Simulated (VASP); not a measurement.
Set up this calculation in VASP 6.6.1, as the native input.

```yaml
Task: dielectric tensor
Functional: HSE06
Potentials_or_basis: VASP PAW PBE potentials, release 64 (Al, N)
Cutoff: 520 eV
k_mesh: 8 × 8 × 8
Occupations: gaussian, width 0.02 eV
Spin: no spin polarisation
Grid_for_exact_exchange_PRECFOCK: Fast
Screening_parameter: 0.2 1/A
Further_INCAR_settings: ALGO = Normal; EDIFF = 1e-08
```

The system is AlN.

```
Al N
1.0
     0.00000    2.02196    2.02196
     2.02196    0.00000    2.02196
     2.02196    2.02196    0.00000
Al N
1 1
Direct
  0.50000 0.50000 0.50000
  0.00000 0.00000 0.00000
```

Measurements of this composition are mostly on another form, of space group No. 186.

The input as run:

POSCAR

```
AlN
1.0
    0.0000000000      2.0219600000      2.0219600000
    2.0219600000      0.0000000000      2.0219600000
    2.0219600000      2.0219600000      0.0000000000
Al N
1 1
Direct
    0.5000000000      0.5000000000      0.5000000000
    0.0000000000      0.0000000000      0.0000000000
```

INCAR.step1

```
ALGO = Normal
EDIFF = 1E-5
ENCUT = 520
GGA = PE
ISIF = 2
ISMEAR = 0
LASPH = True
LCHARG = False
LREAL = False
LWAVE = True
NELM = 60
PREC = Accurate
SIGMA = 0.02
```

INCAR.step2

```
ALGO = Normal
EDIFF = 1E-8
ENCUT = 520
GGA = PE
HFSCREEN = 0.2
ISIF = 2
ISMEAR = 0
ISTART = 1
LASPH = True
LCALCEPS = True
LCHARG = False
LHFCALC = True
LREAL = False
LWAVE = False
NELM = 60
PREC = Accurate
PRECFOCK = Fast
SIGMA = 0.02
```

KPOINTS

```
k-points
0
Gamma
  8 8 8
```

Potentials or basis: VASP PAW PBE potentials, release 64 (Al, N).

The run is started by

```sh
$ cat potpaw_PBE.64/Al/POTCAR potpaw_PBE.64/N/POTCAR > POTCAR
$ cp INCAR.step1 INCAR
$ mpirun -np 1 vasp_std > vasp.out
$ cp INCAR.step2 INCAR
$ mpirun -np 1 vasp_std > vasp.out
```

It gave:

| Item | Value |
| --- | --- |
| Band gap on the k mesh | 5.99 eV, indirect (least direct gap 7.21 eV) |
| Electronic dielectric tensor (diagonal) | 4.74 |
| Born charges (mean of the diagonal) | Al +2.97; N -2.97 e |

Run time: 71 min on 1 thread of Intel(R) Xeon(R) 6975P-C (Granite Rapids) (shared host), peak memory 0.36 GiB.
